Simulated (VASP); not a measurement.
# A point defect in a supercell of Bi2Se3 (Paraguanajuatite), part 3 of 4

Wanted: what a point defect costs in Bi2Se3 (Paraguanajuatite) and how the lattice relaxes round it. The start is a cell from a database of measured crystal structures.

VASP 6.6.1, plane waves and PAW; the level of theory is named at each step.

So far. Step 3 (Relax the host again, on a new basis): The start already met the threshold, so nothing moved. Step 5 (The supercell without the defect): The perfect cell has a gap of 0.60 eV on this mesh, with its valence-band top at 3.135 eV, and only the neutral defect is run.

### Step 6. Reference As

This step: PBE; plane waves and PAW (As) (VASP 6.6.1).

System of this step: As. Symmetry: R-3m, No. 166, trigonal system. Conventional cell: a = 3.756 Å, b = 3.756 Å, c = 10.544 Å, α = 90.00°, β = 90.00°, γ = 120.00°. Nearest to As lie 3 As at 2.50 Å.

The reference for As is its crystal, relaxed at the cutoff of the large cell.

The input, INCAR:

```
SYSTEM = As
PREC = Normal
ENCUT = 300
EDIFF = 1E-05
NELM = 120
ISMEAR = 0
SIGMA = 0.1
LREAL = Auto
ALGO = Fast
GGA = PE
NBANDS = 11
LORBIT = 11
LWAVE = .FALSE.
LCHARG = .FALSE.
KPAR = 4
LASPH = .TRUE.
IBRION = 2
NSW = 25
ISIF = 3
EDIFFG = -0.02
POTIM = 0.4
```

The input, POSCAR:

```
As
1.0
    3.6782193145     -1.8781913306      0.0000000000
    3.6782193145      1.8781913306      0.0000000000
    2.7191675635      0.0000000000      3.1085410986
As
2
Direct
    0.7740000000      0.7740000000      0.7740000000
    0.2260000000      0.2260000000      0.2260000000
```

The input, KPOINTS:

```
Automatic mesh
0
Gamma
9 9 9
0 0 0
```

Potentials, in the order of the species: As (PBE family, release 64).

The run is started by

```bash
> mpirun -np 4 vasp_std
```

What it wrote:

```text
[banner, memory and clock lines left out]
running    4 mpi-ranks, on    1 nodes
 distrk:  each k-point on    1 cores,    4 groups
 distr:  one band on    1 cores,    1 groups

 POSCAR found type information on POSCAR As
 POSCAR found :  1 types and       2 ions
|                                                                             |
|               ----> ADVICE to this user running VASP <----                  |
|                                                                             |
|     You have a (more or less) 'small supercell' and for smaller cells       |
|     it is recommended to use the reciprocal-space projection scheme!        |
|     The real-space optimization is not efficient for small cells and it     |
|     is also less accurate ...                                               |
|     Therefore, set LREAL=.FALSE. in the INCAR file.                         |
|                                                                             |

 LDA part: xc-table for (Slater+PW92), standard interpolation
 POSCAR, INCAR and KPOINTS ok, starting setup
 FFT: planning ... GRIDC
 FFT: planning ... GRID_SOFT
 FFT: planning ... GRID
 WAVECAR not read
 entering main loop
       N       E                     dE             d eps       ncg     rms          rms(c)
DAV:   1     0.191750502397E+02    0.19175E+02   -0.31064E+03  1878   0.487E+02
DAV:   2    -0.834677104847E+01   -0.27522E+02   -0.26239E+02  2589   0.958E+01
DAV:   3    -0.933319178325E+01   -0.98642E+00   -0.98373E+00  2255   0.188E+01
DAV:   4    -0.933723835998E+01   -0.40466E-02   -0.40463E-02  2171   0.143E+00
DAV:   5    -0.933724991876E+01   -0.11559E-04   -0.11558E-04  2216   0.744E-02    0.345E+00
RMM:   6    -0.932477094602E+01    0.12479E-01   -0.49563E-03  1870   0.482E-01    0.208E+00
RMM:   7    -0.931862470460E+01    0.61462E-02   -0.12428E-02  1876   0.821E-01    0.794E-02
RMM:   8    -0.931878793779E+01   -0.16323E-03   -0.73412E-04  1870   0.227E-01    0.297E-02
RMM:   9    -0.931882578296E+01   -0.37845E-04   -0.95728E-05  1870   0.789E-02    0.138E-02
RMM:  10    -0.931882786239E+01   -0.20794E-05   -0.11731E-05  1421   0.276E-02
   1 F= -.93188279E+01 E0= -.93183251E+01  d E =-.931883E+01
 curvature:   0.00 expect dE= 0.000E+00 dE for cont linesearch  0.000E+00
 trial: gam= 0.00000 g(F)=  0.195E-01 g(S)=  0.767E-01 ort = 0.000E+00 (trialstep = 0.100E+01)
 search vector abs. value=  0.962E-01
 bond charge predicted
       N       E                     dE             d eps       ncg     rms          rms(c)
DAV:   1    -0.940305029067E+01   -0.84225E-01   -0.19154E+00  1885   0.708E+00    0.113E+00
RMM:   2    -0.936258847744E+01    0.40462E-01   -0.46778E-02  1870   0.140E+00    0.671E-01
RMM:   3    -0.934416674391E+01    0.18422E-01   -0.38409E-02  1870   0.105E+00    0.926E-02
RMM:   4    -0.934427840717E+01   -0.11166E-03   -0.23572E-03  1870   0.357E-01    0.687E-02
RMM:   5    -0.934428826696E+01   -0.98598E-05   -0.30019E-04  1870   0.118E-01    0.391E-02
RMM:   6    -0.934429169698E+01   -0.34300E-05   -0.34544E-05  1733   0.414E-02
   2 F= -.93442917E+01 E0= -.93438758E+01  d E =-.254638E-01
[...]
3 F= -.93506958E+01 E0= -.93502633E+01  d E =-.318680E-01
[...]
4 F= -.93506864E+01 E0= -.93502553E+01  d E =-.318586E-01
[...]
5 F= -.93507552E+01 E0= -.93503282E+01  d E =-.687726E-04
 trial-energy change:   -0.000069  1 .order   -0.000086   -0.000115   -0.000057
 step:   1.8603(harm=  1.8603)  dis= 0.00231  next Energy=    -9.350800 (dE=-0.114E-03)
 bond charge predicted
       N       E                     dE             d eps       ncg     rms          rms(c)
DAV:   1    -0.935081544578E+01   -0.60359E-04   -0.24875E-03  2044   0.253E-01    0.223E-02
RMM:   2    -0.935080260045E+01    0.12845E-04   -0.69936E-05  1773   0.544E-02    0.132E-02
RMM:   3    -0.935079285887E+01    0.97416E-05   -0.18670E-05  1401   0.256E-02
   6 F= -.93507929E+01 E0= -.93503699E+01  d E =-.106418E-03
 curvature:  -0.94 expect dE=-0.564E-04 dE for cont linesearch -0.441E-05
 trial: gam= 0.18790 g(F)=  0.118E-04 g(S)=  0.484E-04 ort = 0.241E-04 (trialstep = 0.112E+01)
 search vector abs. value=  0.736E-04
 reached required accuracy - stopping structural energy minimisation
```

It took 14 s on 4 MPI ranks of Intel Xeon Platinum 8488C (Sapphire Rapids), shared host; peak memory 0.5 GiB; 55 s of CPU time.

OUTCAR, selected parts (step 6):

```text
   k-points           NKPTS =     85   k-points in BZ     NKDIM =     85   number of bands    NBANDS=     11

   ENCUT  =  300.0 eV  22.05 Ry    4.70 a.u.   5.83  5.83  5.83*2*pi/ulx,y,z

   NELECT =      10.0000    total number of electrons

 E-fermi :   4.9368

 k-point     1 :       0.0000    0.0000    0.0000
  band No.  band energies     occupation
      1      -9.6638      2.00000
      2      -1.0770      2.00000
      3       2.5794      2.00000
      4       3.0645      2.00000
      5       3.0645      2.00000
      6       6.6607      0.00000
      7       7.8128      0.00000
      8       7.8128      0.00000
      9      11.8233      0.00000
     10      11.8233      0.00000
    ...

  Total        0.0125487     -0.0333422     -0.0289741      0.0000000      0.0000000      0.0141583
  in kB        0.4461005     -1.1852990     -1.0300134      0.0000000      0.0000000      0.5033218
  external PRESSURE =      -0.5897373 kB  Pullay stress =       0.0000000 kB

 POSITION                                       TOTAL-FORCE (eV/Angst)
 -----------------------------------------------------------------------------------
      7.90095      0.00000      2.43761         0.011792      0.000000      0.003638
      2.32102      0.00000      0.71609        -0.011792      0.000000     -0.003638
 -----------------------------------------------------------------------------------
    total drift:                               -0.000000     -0.000000     -0.000000

  FREE ENERGIE OF THE ION-ELECTRON SYSTEM (eV)
  ---------------------------------------------------
  free  energy   TOTEN  =        -9.3507928589 eV

  energy  without entropy=       -9.3499468899  energy(sigma->0) =       -9.35036987

[... 2 parts as in an earlier step ...]

[... 14 further parts left out ...]
```

The k-mesh is coarse for a metal.

Relaxation path:

| step | energy less that of the first step (eV) | largest force (eV/Å) | pressure (GPa) | volume (Å³) |
| --- | --- | --- | --- | --- |
| 1 | 0.0000 | 0.5027 | 4.27 | 42.95 |
| 2 | -0.0255 | 0.2429 | -1.57 | 45.86 |
| 3 | -0.0319 | 0.0267 | 0.07 | 44.92 |
| 4 | -0.0319 | 0.0373 | 0.05 | 44.96 |
| 5 | -0.0319 | 0.0246 | -0.04 | 45.01 |
| 6 | -0.0320 | 0.0123 | -0.06 | 45.07 |

| conventional cell, symmetrised | before | after | change |
| --- | --- | --- | --- |
| a (Å) | 3.756 | 3.820 | +1.7 % |
| b (Å) | 3.756 | 3.820 | +1.7 % |
| c (Å) | 10.544 | 10.697 | +1.5 % |
| volume (Å³/atom) | 21.48 | 22.53 | +4.9 % |

The atoms that moved most (Å, as changes of fractional coordinates times the final cell):

| atom | dx | dy | dz | length |
| --- | --- | --- | --- | --- |
| As1 | -0.011 | 0.000 | -0.003 | 0.011 |
| As2 | 0.011 | 0.000 | 0.003 | 0.011 |

The relaxed structure:

```xyz
2
Lattice="3.7324 -1.9101 -0.0026 3.7324 1.9101 -0.0026 2.7571 0.0000 3.1588" Properties=species:S:1:pos:R:3 pbc="T T T"
As    7.9009    0.0000    2.4376
As    2.3210    0.0000    0.7161
```

Numbers from this step:

| Property | Result |
| --- | --- |
| electronic cycles | 30 |
| electrons | 10 |
| free energy (TOTEN) | -9.351 eV |
| energy at zero smearing | -9.350 eV |
| Fermi energy | 4.937 eV |
| labelled metallic, from the levels on this mesh | yes |

The run ended after 6 ionic steps, 0.032 eV below its first step, once forces and stress met EDIFFG = -0.02.

Energy at zero smearing: -9.35037 eV.

### Step 7. Reference Bi

This step: PBE; plane waves and PAW (Bi) (VASP 6.6.1).

System of this step: Bi. Symmetry: R-3m, No. 166, trigonal system. The conventional cell has a = 4.543 Å, b = 4.543 Å, c = 11.880 Å, α = 90.00°, β = 90.00°, γ = 120.00°. Bi has 6 Bi at 3.11 to 3.48 Å nearest.

The reference for Bi is its crystal, relaxed at the cutoff of the large cell.

INCAR: that of step 6 with these lines changed.

```diff
@@ -1,2 +1,2 @@
-SYSTEM = As
+SYSTEM = Bi
 PREC = Normal
@@ -5,3 +5,3 @@
 NELM = 120
-ISMEAR = 0
+ISMEAR = 1
 SIGMA = 0.1
```

The input, POSCAR:

```
Bi
1.0
    4.1716091133     -2.2716023873      0.0000000000
    4.1716091133      2.2716023873      0.0000000000
    2.9346338201      0.0000000000      3.7350266856
Bi
2
Direct
    0.7630000000      0.7630000000      0.7630000000
    0.2370000000      0.2370000000      0.2370000000
```

The input, KPOINTS:

```
Automatic mesh
0
Gamma
7 7 7
0 0 0
```

PAW data sets: Bi (PBE family, release 64).

The run is started by

```bash
> mpirun -np 4 vasp_std
```

What it wrote:

```text
[banner, memory and clock lines left out]
running    4 mpi-ranks, on    1 nodes
 distrk:  each k-point on    1 cores,    4 groups
 distr:  one band on    1 cores,    1 groups

 POSCAR found type information on POSCAR Bi
 POSCAR found :  1 types and       2 ions
 [... a notice as in an earlier step ...]

 LDA part: xc-table for (Slater+PW92), standard interpolation
 POSCAR, INCAR and KPOINTS ok, starting setup
 FFT: planning ... GRIDC
 FFT: planning ... GRID_SOFT
 FFT: planning ... GRID
 WAVECAR not read
 entering main loop
       N       E                     dE             d eps       ncg     rms          rms(c)
DAV:   1     0.260051278165E+02    0.26005E+02   -0.27432E+03   968   0.458E+02
DAV:   2    -0.608790305620E+01   -0.32093E+02   -0.31376E+02  1375   0.826E+01
DAV:   3    -0.773034779770E+01   -0.16424E+01   -0.16373E+01  1178   0.226E+01
DAV:   4    -0.776898361786E+01   -0.38636E-01   -0.38633E-01  1238   0.347E+00
DAV:   5    -0.776948550814E+01   -0.50189E-03   -0.50189E-03  1170   0.406E-01    0.253E+00
RMM:   6    -0.776414596949E+01    0.53395E-02   -0.30284E-03   972   0.373E-01    0.151E+00
RMM:   7    -0.776135762214E+01    0.27883E-02   -0.11662E-02  1047   0.656E-01    0.155E-01
RMM:   8    -0.776154423873E+01   -0.18662E-03   -0.85607E-04  1050   0.192E-01    0.573E-02
RMM:   9    -0.776160443315E+01   -0.60194E-04   -0.18194E-04   987   0.897E-02    0.350E-02
RMM:  10    -0.776160013687E+01    0.42963E-05   -0.44384E-05   896   0.354E-02
   1 F= -.77616001E+01 E0= -.77618654E+01  d E =-.776160E+01
 curvature:   0.00 expect dE= 0.000E+00 dE for cont linesearch  0.000E+00
 trial: gam= 0.00000 g(F)=  0.110E-02 g(S)=  0.115E-01 ort = 0.000E+00 (trialstep = 0.100E+01)
 search vector abs. value=  0.126E-01
 bond charge predicted
       N       E                     dE             d eps       ncg     rms          rms(c)
DAV:   1    -0.777686176215E+01   -0.15257E-01   -0.26489E-01  1055   0.223E+00    0.361E-01
RMM:   2    -0.777137609998E+01    0.54857E-02   -0.94075E-03   968   0.634E-01    0.209E-01
RMM:   3    -0.776808709415E+01    0.32890E-02   -0.63476E-03   968   0.423E-01    0.307E-02
RMM:   4    -0.776816481242E+01   -0.77718E-04   -0.67133E-04   968   0.179E-01    0.277E-02
RMM:   5    -0.776819351573E+01   -0.28703E-04   -0.15585E-04   991   0.785E-02    0.190E-02
RMM:   6    -0.776820722117E+01   -0.13705E-04   -0.36296E-05   742   0.348E-02    0.492E-03
RMM:   7    -0.776820784594E+01   -0.62477E-06   -0.81259E-06   613   0.163E-02
   2 F= -.77682078E+01 E0= -.77684546E+01  d E =-.660771E-02
[...]
3 F= -.77682266E+01 E0= -.77684724E+01  d E =-.662651E-02
[...]
4 F= -.77705182E+01 E0= -.77707471E+01  d E =-.229152E-02
[...]
5 F= -.77718701E+01 E0= -.77720861E+01  d E =-.364346E-02
[...]
6 F= -.77718723E+01 E0= -.77720889E+01  d E =-.364565E-02
[...]
7 F= -.77718767E+01 E0= -.77720931E+01  d E =-.365005E-02
[...]
8 F= -.77720700E+01 E0= -.77722907E+01  d E =-.193322E-03
 ZBRENT: can't locate minimum, use default step
 trial-energy change:   -0.000193  1 .order   -0.000192   -0.000201   -0.000183
 step:   5.2100(harm= 14.9438)  dis= 0.00519  next Energy=    -7.773029 (dE=-0.115E-02)
 bond charge predicted
       N       E                     dE             d eps       ncg     rms          rms(c)
DAV:   1    -0.777270381940E+01   -0.63409E-03   -0.46481E-02  1085   0.105E+00    0.798E-02
RMM:   2    -0.777263078733E+01    0.73032E-04   -0.15701E-03   968   0.225E-01    0.465E-02
RMM:   3    -0.777252493236E+01    0.10585E-03   -0.27093E-04   971   0.987E-02    0.839E-03
RMM:   4    -0.777252815267E+01   -0.32203E-05   -0.41285E-05   952   0.416E-02
   9 F= -.77725282E+01 E0= -.77727757E+01  d E =-.651452E-03
 curvature:  -3.91 expect dE=-0.240E-03 dE for cont linesearch -0.194E-03
 trial: gam=-0.16713 g(F)=  0.164E-04 g(S)=  0.448E-04 ort = 0.904E-04 (trialstep = 0.208E+01)
 search vector abs. value=  0.356E-04
 reached required accuracy - stopping structural energy minimisation
```

It took 18 s on 4 MPI ranks; peak memory 0.56 GiB; 71 s of CPU time.

From OUTCAR (step 7):

```text
   k-points           NKPTS =     44   k-points in BZ     NKDIM =     44   number of bands    NBANDS=     11

   ENCUT  =  300.0 eV  22.05 Ry    4.70 a.u.   6.71  6.71  6.71*2*pi/ulx,y,z

   NELECT =      10.0000    total number of electrons

 E-fermi :   4.6669

 k-point     1 :       0.0000    0.0000    0.0000
  band No.  band energies     occupation
      1      -7.9710      2.00000
      2      -2.7230      2.00000
      3       3.4696      2.00000
      4       3.7021      2.00000
      5       3.7021      2.00000
      6       7.3411      0.00000
      7       7.7591      0.00000
      8       7.7591      0.00000
      9      10.4497      0.00000
     10      10.5699      0.00000
    ...

  Total        0.0278943     -0.0243967     -0.0186613      0.0000000      0.0000000      0.0173178
  in kB        0.6114337     -0.5347667     -0.4090494      0.0000000      0.0000000      0.3796015
  external PRESSURE =      -0.1107941 kB  Pullay stress =       0.0000000 kB

 POSITION                                       TOTAL-FORCE (eV/Angst)
 -----------------------------------------------------------------------------------
      8.68920      0.00000      2.87771         0.013857      0.000000      0.004589
      2.66268      0.00000      0.88183        -0.013857     -0.000000     -0.004589
 -----------------------------------------------------------------------------------
    total drift:                               -0.000000     -0.000000      0.000000

  FREE ENERGIE OF THE ION-ELECTRON SYSTEM (eV)
  ---------------------------------------------------
  free  energy   TOTEN  =        -7.7725281527 eV

  energy  without entropy=       -7.7732708092  energy(sigma->0) =       -7.77277570

[... 2 parts as in an earlier step ...]

[... 14 further parts left out ...]
```

The steps of the relaxation:

| step | energy less that of the first step (eV) | largest force (eV/Å) | pressure (GPa) | volume (Å³) |
| --- | --- | --- | --- | --- |
| 1 | 0.0000 | 0.1194 | 0.96 | 70.79 |
| 2 | -0.0066 | 0.1642 | -0.12 | 72.54 |
| 3 | -0.0066 | 0.1704 | -0.18 | 72.64 |
| 4 | -0.0089 | 0.1088 | -0.11 | 72.69 |
| 5 | -0.0103 | 0.0051 | 0.07 | 72.77 |
| 6 | -0.0103 | 0.0220 | 0.02 | 72.77 |
| 7 | -0.0103 | 0.0178 | 0.03 | 72.77 |
| 8 | -0.0105 | 0.0174 | 0.02 | 72.85 |
| 9 | -0.0109 | 0.0146 | -0.01 | 73.09 |

| conventional cell, symmetrised | before | after | change |
| --- | --- | --- | --- |
| a (Å) | 4.543 | 4.602 | +1.3 % |
| b (Å) | 4.543 | 4.602 | +1.3 % |
| c (Å) | 11.880 | 11.958 | +0.7 % |
| volume (Å³/atom) | 35.39 | 36.55 | +3.3 % |

The atoms that moved most (Å, as changes of fractional coordinates times the final cell):

| atom | dx | dy | dz | length |
| --- | --- | --- | --- | --- |
| Bi1 | 0.028 | 0.000 | 0.009 | 0.029 |
| Bi2 | -0.028 | 0.000 | -0.009 | 0.029 |

Final coordinates:

```cif
data_structure
_symmetry_space_group_name_H-M 'P 1'
_symmetry_Int_Tables_number 1
_cell_length_a 4.7903
_cell_length_b 4.7903
_cell_length_c 4.7903
_cell_angle_alpha 57.410
_cell_angle_beta 57.410
_cell_angle_gamma 57.410
_cell_volume 73.09
loop_
_atom_site_label
_atom_site_type_symbol
_atom_site_fract_x
_atom_site_fract_y
_atom_site_fract_z
_atom_site_occupancy
Bi1 Bi 0.76544 0.76544 0.76544 1
Bi2 Bi 0.23456 0.23456 0.23456 1
```

Numbers from this step:

- electronic cycles: 41
- free energy (TOTEN): -7.773 eV
- energy at zero smearing: -7.773 eV
- Fermi energy: 4.667 eV

The run ended after 9 ionic steps, 0.011 eV below its first step, once forces and stress met EDIFFG = -0.02.

A spacing of under 0.3 eV between levels on this mesh is not given as a gap, since the run was smeared as a metal.

Energy at zero smearing: -7.77278 eV.

(Part 3 of 4 ends here.)

[Lines on the potential files, build, host, timing and source positions are cut from VASP's logs without a mark.]

[Logs are printed without paths, hosts, clocks, repeated set-up lines and the standing remarks that a program may print on its own settings, such as how far it seeks lower states.]

[Hosts, paths, dates, database ids (printed as entryN), source tags and the programs' standing remarks are cut or masked in the printed files.]

[In band tables of VASP the shares of atoms and orbitals are scaled to a sum of 1 inside the atoms' spheres.]

[Runs that stopped without an error message from VASP are left out.]
